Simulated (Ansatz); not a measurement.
Zn:

```
Zn
1.0
     2.26817   -1.30849    0.00000
     2.26817    1.30849    0.00000
    -1.59172    0.00000    7.30041
Zn
3
Direct
  0.77802 0.77802 0.33450
  0.22198 0.22198 0.66550
  0.00000 0.00000 0.00000
```

This isn't the form of Zn at room conditions, which is hcp.

| Property | Result |
| --- | --- |
| Program | Ansatz 0.2.0 |
| Task | relaxation of cell and atoms |
| Functional | PBEsol |
| Potentials or basis | all-electron LAPW, scalar-relativistic |
| Basis error allowed | 0.002 eV/atom |
| k mesh | 12 × 12 × 4 |
| Occupations | fermi-dirac, width 0.05 eV |
| Spin | no spin polarisation |

At the start: volume 14.44 Å³/atom.

Where does the relaxation end?

Over 7 steps the energy falls by 10.5 meV/atom and the volume is 14.45 Å³/atom (+0.1 %); space group R-3m (No. 166, to 0.05 Å).

The path:
```tsv
step	energy change (eV)	largest force (eV/Å)	volume (Å³)
1	0.0000	0.0108	43.33
2	-0.0205	0.0054	43.33
3	-0.0283	0.0010	43.21
4	-0.0309	0.0033	43.41
5	-0.0313	0.0024	43.36
6	-0.0314	0.0009	43.36
7	-0.0315	0.0009	43.36
```

Final structure:
```cif
data_structure
_symmetry_space_group_name_H-M 'P 1'
_symmetry_Int_Tables_number 1
_cell_length_a 2.5724
_cell_length_b 2.5724
_cell_length_c 7.7140
_cell_angle_alpha 99.543
_cell_angle_beta 99.543
_cell_angle_gamma 59.943
_cell_volume 43.36
loop_
_atom_site_label
_atom_site_type_symbol
_atom_site_fract_x
_atom_site_fract_y
_atom_site_fract_z
_atom_site_occupancy
Zn1 Zn 0.77829 0.77829 0.33437 1
Zn2 Zn 0.22171 0.22171 0.66563 1
Zn3 Zn 0.00000 0.00000 0.00000 1
```
